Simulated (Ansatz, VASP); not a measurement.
Si7C: VASP beside Ansatz

```
CELL_PARAMETERS angstrom
5.25092 0.00000 0.00000
0.00000 5.25092 0.00000
0.00000 0.00000 5.25092
ATOMIC_POSITIONS crystal
Si 0.25262 0.25262 0.25262
Si 0.00000 0.50000 0.50000
Si 0.50000 0.50000 0.00000
Si 0.50000 0.00000 0.50000
Si 0.74738 0.25262 0.74738
Si 0.74738 0.74738 0.25262
Si 0.25262 0.74738 0.74738
C 0.00000 0.00000 0.00000
```

The cell comes from a database or a generator and needn't be the stable form of this composition.

Alike in both runs: task relaxation of cell and atoms; functional PBEsol; k mesh 4 × 4 × 4; occupations gaussian, width 0.1 eV; no spin polarisation.

|  | VASP | Ansatz |
| --- | --- | --- |
| version | VASP 6.6.1 | Ansatz 0.2.0 |
| potentials or method | VASP PAW PBE potentials, release 64 (Si, C) | scalar-relativistic, plane waves, PAW |
| plane-wave cutoff (eV) | 600 | 420 |
| valence electrons in the cell | 32 | 32 |

|  | VASP | Ansatz | Ansatz less VASP |
| --- | --- | --- | --- |
| gap on the k mesh at the Fermi level, each at its own relaxed structure (eV) | none | none | - |
| relaxed volume (Å³/atom) | 17.19 | 17.19 | -0.004 |
| relaxed cell length with the largest relative difference (Å) | 5.162 | 5.162 | -0.0004 |
| energy change over the relaxation (meV/atom) | -240 | -240 | -0.5 |

A gap of «none» marks a metal or a gap that the smearing closes.

Caveats: the PAW data sets were made with another functional, which shifts forces and pressure a little (VASP).
